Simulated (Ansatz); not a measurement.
**Sc (omega type): how the settings move a relaxation**

How sensitive is a relaxation of Sc (omega type) to its settings? A reference run comes first, then one run with altered input.

Method: reference: DFT, PBE, PAW with Ansatz's default frozen-core files, scalar-relativistic, in Ansatz 0.2.0.

1 further run of the same task is left out (it didn't finish).

## Step 1: The system as given

Symmetry: P6/mmm, No. 191, hexagonal system. Conventional cell: a = 3.926 Å, b = 3.926 Å, c = 2.477 Å, α = 90.00°, β = 90.00°, γ = 120.00°. Sc (site symmetry 6/mmm) has 14 Sc at 2.48 to 2.58 Å as nearest neighbours. Around Sc (site symmetry -6m2) lie 11 Sc at 2.27 to 2.58 Å.

Structure file:

```
CELL_PARAMETERS angstrom
3.92561 0.00000 0.00000
-1.96280 3.39967 0.00000
0.00000 0.00000 2.47692
ATOMIC_POSITIONS crystal
Sc 0.00000 0.00000 0.00000
Sc 0.33333 0.66667 0.50000
Sc 0.66667 0.33333 0.50000
```

## Step 2: Reference

input.yaml

```yaml
crystal:
  lattice:
    - [3.9256058551, 0.0, 0.0]
    - [-1.9628029275, 3.3996743957, 0.0]
    - [0.0, 0.0, 2.4769159939]
  atoms:
    - { symbol: Sc, position: [0.0, 0.0, 0.0] }
    - { symbol: Sc, position: [0.3333333333, 0.6666666667, 0.5] }
    - { symbol: Sc, position: [0.6666666667, 0.3333333333, 0.5] }
kpoints:
  mp_grid: { grid: [8, 8, 11] }
scf:
  occupations: { method: fermi_dirac, width: 0.05 }
hamiltonian:
  xc: pbe
  pseudopotentials: { kind: paw }
output:
  forces: true
  stress: true
relax:
  f_tol: 0.005
  max_steps: 30
  cell: { stress_tol: 0.64, fix: [volume] }
```

On the command line:

```console
$ ansatz run input.yaml --threads 1 --pin off --max-ram 3072MiB --backend cpu --events-out ev --progress --plain --runs-dir out
```

## Step 3: Changed: mp_grid.grid [6, 6, 9]

input.yaml: that of step 2 with these lines changed.

```diff
@@ -10,3 +10,3 @@
 kpoints:
-  mp_grid: { grid: [8, 8, 11] }
+  mp_grid: { grid: [6, 6, 9] }
 scf:
```

Q: Predict the outcome of this session. Wanted: for each run, ending; energy change; pressure; gap; force.

**Answer**, as computed:

| run | ending | energy change | pressure (GPa) | gap (eV) | force (eV/Å) | cycles | time |
| --- | --- | --- | --- | --- | --- | --- | --- |
| reference | converged | 0 | 128.9 | 0.00 | 0.00 | 36 | 13 s |
| 1: mp_grid.grid [6, 6, 9] | converged | -10.1 meV/atom | 128.3 | 0.00 | 0.00 | 36 | 8.4 s |

Changing the k-point mesh moves the energy by -10.1 meV/atom, and the pressure goes from 128.9 to 128.3 GPa. Sampling errors of the energy have no fixed sign. Cost: 8.4 s against 13 s. The structure is not at rest: the sound run finds 129 GPa, so these are no properties of the relaxed crystal. 
